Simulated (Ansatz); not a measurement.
NiO: energy against volume and a worked fit

It takes space group Fm-3m (No. 225, cubic). Conventional cell: a = 4.172 Å, b = 4.172 Å, c = 4.172 Å, α = 90.00°, β = 90.00°, γ = 90.00°. Ni (site symmetry m-3m) has 6 O at 2.09 Å as nearest neighbours. O (site symmetry m-3m) has 6 Ni at 2.09 Å as nearest neighbours.

The cell was scaled at fixed shape and fractions and run with Ansatz, Ansatz PAW, cutoff 420 eV; PBEsol, k mesh 11 × 11 × 11 on the cell of 2 atoms, fermi-dirac occupations of 0.05 eV, collinear spin, ferromagnetic start, no spin-orbit coupling. The potentials were made for PBE. Energies are those that the program minimises, any entropy of the smearing included. For a metal such a mesh isn't converged to the digits shown. The magnetic state is the one that the start led to, which needn't be the lowest.

| V (Å³/atom) | energy over the lowest row (meV/atom) |
| --- | --- |
| 8.5312 | 3.00 |
| 8.7127 | 0.00 |
| 8.8942 | 2.08 |
| 9.0757 | 8.49 |
| 9.2572 | ? |
| 9.4388 | 31.78 |
| 9.6203 | 47.82 |

Q: Fit the third-order Birch-Murnaghan form, give V0, B0 and B′, and predict the energy left open.

A: With y = (V0/V)^(2/3), E = E0 + (9 V0 B0/16) [(y - 1)³ B′ + (y - 1)² (6 - 4y)]. Least squares through the rows shown give V0 = 8.7247 Å³/atom, E0 = 0.02 meV, B0 = 210.4 GPa (1 eV/Å³ = 160.218 GPa) and B′ = 6.15, with a largest miss of 0.04 meV. At V = 9.2572 the form with these constants gives 18.55 meV; the run gave 18.60 meV an atom. Other set-ups at this level, from all their volumes (Å³/atom, GPa): Ansatz, all-electron LAPW, scalar-relativistic: V0 8.737, B0 202.3.
